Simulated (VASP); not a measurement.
All values below come from PBEsol GGA, VASP's PBE PAW potentials (set 64) (plane waves; VASP 6.6.1).

VASP input:

### INCAR
```
! general
SYSTEM   = GeO2
PREC     = Accurate
ENCUT    = 520
LREAL    = .FALSE.   ! projection in real space or not
LASPH    = .TRUE.

! electronic loop
EDIFF    = 1E-8   ! SCF stop (eV)
NELM     = 100
ALGO     = Normal
LMAXMIX  = 4

! smearing
ISMEAR   = 0   ! Gaussian
SIGMA    = 0.01   ! width (eV)

! functional
GGA      = PS   ! PBEsol

! ions
IBRION   = 8
NSW      = 1

! output
LWAVE    = .FALSE.
LCHARG   = .FALSE.

! other
LEPSILON = .TRUE.
```

File POSCAR:
```
GeO2
1.0
  4.4242313004   0.0000000000   0.0000000000
  0.0000000000   4.4242313004   0.0000000000
  0.0000000000   0.0000000000   2.8872588222
Ge O
2 4
Cart
  0.0000000000   0.0000000000   0.0000000000
  2.2121156502   2.2121156502   1.4436294111
  1.3548310548   1.3548310548   0.0000000000
  3.5669467050   0.8572845954   1.4436294111
  0.8572845954   3.5669467050   1.4436294111
  3.0694002456   3.0694002456   0.0000000000
```

**KPOINTS**
```
Automatic mesh
0
Gamma
6 6 9
0 0 0
```

POTCAR, in this order: Ge_d O (PBE.64 set). Program: vasp_std.

The run wrote:

**OSZICAR**
```
...
RMM:  11    -0.596142391869E+00    0.17161E-07   -0.44909E-08  3868   0.380E-04    0.117E-05
RMM:  12    -0.596142393745E+00   -0.18760E-08    0.13418E-07  2992   0.290E-04    0.212E-06
 Linear response DOF=           4
 Linear response progress:
  Degree of freedom:   1/  4
       N       E                     dE             d eps       ncg     rms          rms(c)
RMM:   1    -0.193145875580E+00   -0.19315E+00    0.91763E+00  7553   0.547E+01
RMM:   2    -0.196369281947E+00   -0.32234E-02   -0.18373E-02 11192   0.909E-01    0.119E-01
RMM:   3    -0.194939442158E+00    0.14298E-02   -0.16325E-03 11582   0.258E-01    0.835E-02
RMM:   4    -0.194057864756E+00    0.88158E-03   -0.14439E-03 12200   0.158E-01    0.283E-02
RMM:   5    -0.193702416826E+00    0.35545E-03   -0.44681E-04 12566   0.655E-02    0.804E-03
RMM:   6    -0.193676460709E+00    0.25956E-04   -0.22353E-05 12109   0.195E-02    0.171E-03
RMM:   7    -0.193684820375E+00   -0.83597E-05   -0.36377E-05 12504   0.730E-03    0.804E-04
RMM:   8    -0.193688563705E+00   -0.37433E-05   -0.18797E-05 12800   0.260E-03    0.378E-04
RMM:   9    -0.193689285747E+00   -0.72204E-06   -0.17337E-05 12495   0.113E-03    0.114E-04
RMM:  10    -0.193689214548E+00    0.71200E-07   -0.11027E-05 12748   0.538E-04    0.458E-05
RMM:  11    -0.193688956407E+00    0.25814E-06   -0.53170E-06 13175   0.291E-04    0.111E-05
RMM:  12    -0.193688707195E+00    0.24921E-06   -0.30004E-06 12863   0.196E-04    0.645E-06
RMM:  13    -0.193688630462E+00    0.76733E-07   -0.15249E-06 13481   0.151E-04    0.414E-06
RMM:  14    -0.193688520481E+00    0.10998E-06   -0.34934E-08 13373   0.131E-04    0.924E-07
RMM:  15    -0.193688418780E+00    0.10170E-06    0.84203E-07 12657   0.120E-04    0.134E-06
RMM:  16    -0.193688424424E+00   -0.56444E-08    0.10212E-06 13296   0.115E-04    0.173E-07
RMM:  17    -0.193688415932E+00    0.84919E-08    0.10898E-06 12508   0.112E-04    0.231E-07
RMM:  18    -0.193688397285E+00    0.18647E-07    0.13388E-06 10711   0.111E-04    0.274E-07
RMM:  19    -0.193688402990E+00   -0.57050E-08    0.12949E-06 10502   0.110E-04    0.267E-07
RMM:  20    -0.193688382622E+00    0.20368E-07    0.15545E-06 10440   0.110E-04    0.215E-07
RMM:  21    -0.193688401960E+00   -0.19338E-07    0.12839E-06 10127   0.110E-04    0.239E-07
 Linear response progress:
  Degree of freedom:   2/  4
       N       E                     dE             d eps       ncg     rms          rms(c)
RMM:   1    -0.182155693708E+00   -0.18216E+00    0.77286E+00  4908   0.489E+01
RMM:   2    -0.186394943834E+00   -0.42393E-02   -0.10517E-02  7202   0.742E-01    0.107E-01
RMM:   3    -0.186070156187E+00    0.32479E-03    0.57131E-06  7533   0.160E-01    0.654E-02
RMM:   4    -0.185487027198E+00    0.58313E-03   -0.21956E-05  8009   0.649E-02    0.356E-03
RMM:   5    -0.185491320151E+00   -0.42930E-05   -0.68764E-05  7955   0.160E-02    0.208E-03
RMM:   6    -0.185480248970E+00    0.11071E-04   -0.16899E-05  8276   0.713E-03    0.393E-04
RMM:   7    -0.185478487514E+00    0.17615E-05   -0.22828E-05  8185   0.274E-03    0.217E-04
RMM:   8    -0.185477756861E+00    0.73065E-06   -0.14534E-05  8335   0.139E-03    0.525E-05
RMM:   9    -0.185477422384E+00    0.33448E-06   -0.45194E-06  8383   0.803E-04    0.263E-05
RMM:  10    -0.185476876878E+00    0.54551E-06    0.29473E-06  8404   0.527E-04    0.721E-06
RMM:  11    -0.185476604144E+00    0.27273E-06    0.65637E-06  8678   0.376E-04    0.731E-06
RMM:  12    -0.185477086183E+00   -0.48204E-06    0.21270E-06  8484   0.291E-04    0.287E-06
RMM:  13    -0.185476951627E+00    0.13456E-06    0.37315E-06  8621   0.237E-04    0.128E-06
RMM:  14    -0.185477161712E+00   -0.21009E-06    0.17684E-06  8236   0.200E-04    0.333E-06
RMM:  15    -0.185476881300E+00    0.28041E-06    0.47923E-06  8529   0.176E-04    0.710E-07
RMM:  16    -0.185477274208E+00   -0.39291E-06    0.89646E-07  7977   0.157E-04    0.190E-06
RMM:  17    -0.185477185807E+00    0.88401E-07    0.16483E-06  8401   0.145E-04    0.397E-06
RMM:  18    -0.185477239005E+00   -0.53198E-07    0.13137E-06  8460   0.135E-04    0.236E-06
RMM:  19    -0.185477253642E+00   -0.14637E-07    0.12259E-06  8344   0.127E-04    0.218E-06
RMM:  20    -0.185477274232E+00   -0.20590E-07    0.10318E-06  7937   0.121E-04    0.214E-06
RMM:  21    -0.185477243760E+00    0.30472E-07    0.13683E-06  6777   0.117E-04    0.255E-06
 Linear response progress:
  Degree of freedom:   3/  4
       N       E                     dE             d eps       ncg     rms          rms(c)
RMM:   1    -0.380764971105E+00   -0.38076E+00    0.26615E-01 12302   0.367E+00
RMM:   2    -0.371311700049E+00    0.94533E-02   -0.25941E-02 10469   0.105E+00    0.179E-01
RMM:   3    -0.372579176382E+00   -0.12675E-02   -0.94857E-04 10497   0.346E-01    0.992E-02
RMM:   4    -0.374071423724E+00   -0.14922E-02    0.68343E-04 10528   0.214E-01    0.267E-02
RMM:   5    -0.374309133955E+00   -0.23771E-03    0.81239E-04 11081   0.686E-02    0.123E-02
RMM:   6    -0.374355101662E+00   -0.45968E-04    0.37388E-04 10869   0.308E-02    0.291E-03
RMM:   7    -0.374405914873E+00   -0.50813E-04    0.19362E-04 11027   0.146E-02    0.129E-03
RMM:   8    -0.374401024206E+00    0.48907E-05    0.12046E-04 11174   0.698E-03    0.407E-04
RMM:   9    -0.374409926743E+00   -0.89025E-05    0.59834E-05 11324   0.302E-03    0.204E-04
RMM:  10    -0.374411637363E+00   -0.17106E-05    0.29424E-05 11391   0.153E-03    0.473E-05
RMM:  11    -0.374413673567E+00   -0.20362E-05    0.11584E-05 11611   0.685E-04    0.268E-05
RMM:  12    -0.374414116628E+00   -0.44306E-06    0.66057E-06 11414   0.387E-04    0.641E-06
RMM:  13    -0.374414415642E+00   -0.29901E-06    0.39310E-06 12037   0.255E-04    0.479E-06
RMM:  14    -0.374414569280E+00   -0.15364E-06    0.23269E-06 11818   0.200E-04    0.130E-06
RMM:  15    -0.374414658708E+00   -0.89428E-07    0.12920E-06 12453   0.174E-04    0.715E-07
RMM:  16    -0.374414712435E+00   -0.53727E-07    0.89609E-07 11985   0.160E-04    0.723E-07
RMM:  17    -0.374414744780E+00   -0.32345E-07    0.52018E-07 12116   0.154E-04    0.109E-07
RMM:  18    -0.374414762047E+00   -0.17266E-07    0.37656E-07 11379   0.151E-04    0.143E-07
RMM:  19    -0.374414774416E+00   -0.12369E-07    0.25238E-07 11427   0.149E-04    0.842E-08
 Linear response progress:
  Degree of freedom:   4/  4
       N       E                     dE             d eps       ncg     rms          rms(c)
RMM:   1    -0.359737155719E+00   -0.35974E+00    0.31256E-01 12505   0.348E+00
RMM:   2    -0.352380931993E+00    0.73562E-02   -0.17935E-02 10085   0.822E-01    0.180E-01
RMM:   3    -0.353798504757E+00   -0.14176E-02   -0.12120E-03 10837   0.219E-01    0.991E-02
RMM:   4    -0.355601037529E+00   -0.18025E-02   -0.52842E-04 10477   0.141E-01    0.189E-02
RMM:   5    -0.355451341892E+00    0.14970E-03   -0.29428E-05 11163   0.337E-02    0.410E-03
RMM:   6    -0.355483084042E+00   -0.31742E-04   -0.23488E-06 11235   0.814E-03    0.889E-04
RMM:   7    -0.355489099161E+00   -0.60151E-05   -0.17274E-07 11383   0.246E-03    0.298E-04
RMM:   8    -0.355488145566E+00    0.95359E-06    0.30011E-08 11734   0.757E-04    0.784E-05
RMM:   9    -0.355488084246E+00    0.61320E-07    0.45439E-08 11292   0.310E-04    0.239E-05
RMM:  10    -0.355488347787E+00   -0.26354E-06    0.15493E-08 11818   0.209E-04    0.821E-06
RMM:  11    -0.355488401514E+00   -0.53727E-07   -0.16707E-07 12346   0.168E-04    0.278E-06
RMM:  12    -0.355488381555E+00    0.19959E-07   -0.54053E-08 12004   0.157E-04    0.755E-07
RMM:  13    -0.355488379878E+00    0.16768E-08    0.91534E-08 11001   0.153E-04    0.279E-07
 Linear response finished
```

**OUTCAR**
```
------------------------ aborting loop because EDIFF is reached ----------------------------------------

 HEAD OF MICROSCOPIC STATIC DIELECTRIC TENSOR (INDEPENDENT PARTICLE, excluding Hartree and local field effects)
 ------------------------------------------------------
           4.429826     0.000000     0.000000
           0.000000     4.429826     0.000000
           0.000000     0.000000     4.736131
 ------------------------------------------------------

 MACROSCOPIC STATIC DIELECTRIC TENSOR (including local field effects in DFT)
 ------------------------------------------------------
           4.312535    -0.000000     0.000000
          -0.000000     4.312535     0.000000
           0.000000     0.000000     4.596616
 ------------------------------------------------------

 PIEZOELECTRIC TENSOR (including local field effects)  for field in x, y, z        (e  Angst)
          XX          YY          ZZ          XY          YZ          ZX
  --------------------------------------------------------------------------------
  x     0.00000     0.00000     0.00000     0.00000     0.00000     0.00000
  y     0.00000     0.00000     0.00000     0.00000     0.00000     0.00000
  z     0.00000     0.00000     0.00000     0.00000     0.00000     0.00000

 PIEZOELECTRIC TENSOR (including local field effects)  for field in x, y, z        (C/m^2)
          XX          YY          ZZ          XY          YZ          ZX
  --------------------------------------------------------------------------------
  x     0.00000     0.00000     0.00000     0.00000     0.00000     0.00000
  y     0.00000     0.00000     0.00000     0.00000     0.00000     0.00000
  z     0.00000     0.00000     0.00000     0.00000     0.00000     0.00000

 BORN EFFECTIVE CHARGES (including local field effects) (in |e|, cummulative output)
 ---------------------------------------------------------------------------------
 ion    1
    1     4.10176     0.59791     0.00000
    2     0.59791     4.10176     0.00000
    3     0.00000     0.00000     4.40798
 ion    2
    1     4.10176    -0.59791     0.00000
    2    -0.59791     4.10176     0.00000
    3     0.00000     0.00000     4.40798
 ion    3
    1    -2.05088    -0.72424     0.00000
    2    -0.72424    -2.05088     0.00000
    3     0.00000     0.00000    -2.20399
 ion    4
    1    -2.05088     0.72424     0.00000
    2     0.72424    -2.05088     0.00000
    3     0.00000     0.00000    -2.20399
 ion    5
    1    -2.05088     0.72424     0.00000
    2     0.72424    -2.05088     0.00000
    3     0.00000     0.00000    -2.20399
 ion    6
    1    -2.05088    -0.72424     0.00000
    2    -0.72424    -2.05088     0.00000
    3     0.00000     0.00000    -2.20399

   1 f  =   24.555225 THz   154.285031 2PiTHz  819.074150 cm-1   101.552206 meV
             X         Y         Z           dx          dy          dz
      0.000000  0.000000  0.000000     0.000000   -0.000000   -0.000000
      2.212116  2.212116  1.443629    -0.000000   -0.000000   -0.000000
      1.354831  1.354831  0.000000     0.353553    0.353553    0.000000
      3.566947  0.857285  1.443629    -0.353553    0.353553    0.000000
      0.857285  3.566947  1.443629     0.353553   -0.353553   -0.000000
      3.069400  3.069400  0.000000    -0.353553   -0.353553   -0.000000

   2 f  =   20.072936 THz   126.121978 2PiTHz  669.561083 cm-1    83.014957 meV
             X         Y         Z           dx          dy          dz
      0.000000  0.000000  0.000000    -0.000000    0.000000    0.000000
      2.212116  2.212116  1.443629     0.000000    0.000000   -0.000000
      1.354831  1.354831  0.000000    -0.353553   -0.353553    0.000000
      3.566947  0.857285  1.443629    -0.353553    0.353553   -0.000000
      0.857285  3.566947  1.443629     0.353553   -0.353553   -0.000000
      3.069400  3.069400  0.000000     0.353553    0.353553    0.000000

   3 f  =   18.750981 THz   117.815889 2PiTHz  625.465404 cm-1    77.547792 meV
             X         Y         Z           dx          dy          dz
      0.000000  0.000000  0.000000     0.000000   -0.000000   -0.199173
      2.212116  2.212116  1.443629     0.000000    0.000000    0.199173
      1.354831  1.354831  0.000000    -0.000000   -0.000000   -0.479755
      3.566947  0.857285  1.443629     0.000000    0.000000    0.479755
      0.857285  3.566947  1.443629     0.000000    0.000000    0.479755
      3.069400  3.069400  0.000000    -0.000000   -0.000000   -0.479755

   4 f  =   18.694905 THz   117.463553 2PiTHz  623.594912 cm-1    77.315880 meV
             X         Y         Z           dx          dy          dz
      0.000000  0.000000  0.000000    -0.023906    0.007489   -0.000000
      2.212116  2.212116  1.443629    -0.255942   -0.254933    0.000000
      1.354831  1.354831  0.000000     0.428147    0.447472   -0.000000
      3.566947  0.857285  1.443629    -0.130336   -0.184145    0.000000
      0.857285  3.566947  1.443629    -0.130336   -0.184145    0.000000
      3.069400  3.069400  0.000000     0.428147    0.447472   -0.000000

   5 f  =   18.694905 THz   117.463553 2PiTHz  623.594912 cm-1    77.315880 meV
             X         Y         Z           dx          dy          dz
      0.000000  0.000000  0.000000    -0.254933    0.255942   -0.000000
      2.212116  2.212116  1.443629     0.007489    0.023906   -0.000000
      1.354831  1.354831  0.000000    -0.184145    0.130336    0.000000
      3.566947  0.857285  1.443629     0.447472   -0.428147    0.000000
      0.857285  3.566947  1.443629     0.447472   -0.428147   -0.000000
      3.069400  3.069400  0.000000    -0.184145    0.130336    0.000000

   6 f  =   15.189594 THz    95.439037 2PiTHz  506.670334 cm-1    62.819087 meV
             X         Y         Z           dx          dy          dz
      0.000000  0.000000  0.000000    -0.000000   -0.000000   -0.000000
      2.212116  2.212116  1.443629    -0.000000   -0.000000    0.000000
      1.354831  1.354831  0.000000     0.000000    0.000000   -0.060525
      3.566947  0.857285  1.443629     0.000000    0.000000   -0.704512
      0.857285  3.566947  1.443629    -0.000000   -0.000000    0.704512
      3.069400  3.069400  0.000000    -0.000000    0.000000    0.060525
...
```
(Selected blocks of OUTCAR.)

### OUTCAR
```
 val. band max:        5.5770171114   @ k =   0.0000   0.0000   0.0000

 cond. band min:       7.1456452469   @ k =   0.0000   0.0000   0.0000


 Fermi energy:         5.6591234885

 k-point     1 :       0.0000    0.0000    0.0000
  band No.  band energies     occupation
      1     -18.8618      2.00000
      2     -18.6111      2.00000
      3     -18.4762      2.00000
      4     -18.4762      2.00000
      5     -18.4669      2.00000
      6     -18.4019      2.00000
      7     -18.3980      2.00000
      8     -18.3581      2.00000
      9     -18.3469      2.00000
     10     -18.3469      2.00000
     11     -15.4181      2.00000
     12     -12.4101      2.00000
     13     -12.4101      2.00000
     14     -11.5721      2.00000
     15      -4.7066      2.00000
     16       0.0897      2.00000
     17       0.0897      2.00000
     18       0.6276      2.00000
     19       0.9922      2.00000
     20       2.2125      2.00000
     21       3.0989      2.00000
     22       3.5349      2.00000
     23       3.5349      2.00000
     24       4.7448      2.00000
     25       4.7448      2.00000
     26       5.5770      2.00000
     27       7.1456      0.00000
     28      11.2035      0.00000
     29      12.3338      0.00000
     30      12.3338      0.00000
     31      15.5923      0.00000

 k-point     2 :       0.1667    0.0000    0.0000
  band No.  band energies     occupation
      1     -18.8455      2.00000
      2     -18.6263      2.00000
      3     -18.4755      2.00000
      4     -18.4755      2.00000
      5     -18.4649      2.00000
      6     -18.4112      2.00000
      7     -18.3949      2.00000
      8     -18.3604      2.00000
      9     -18.3477      2.00000
     10     -18.3477      2.00000
     11     -15.2911      2.00000
     12     -12.8407      2.00000
     13     -12.3078      2.00000
     14     -11.4270      2.00000
     15      -4.4890      2.00000
     16      -0.5481      2.00000
     17       0.2600      2.00000
...
```

The dielectric response may not be converged in the k-mesh; for small gaps it tends to come out too large.

The compound is GeO2 in the rutile structure. It was relaxed first.
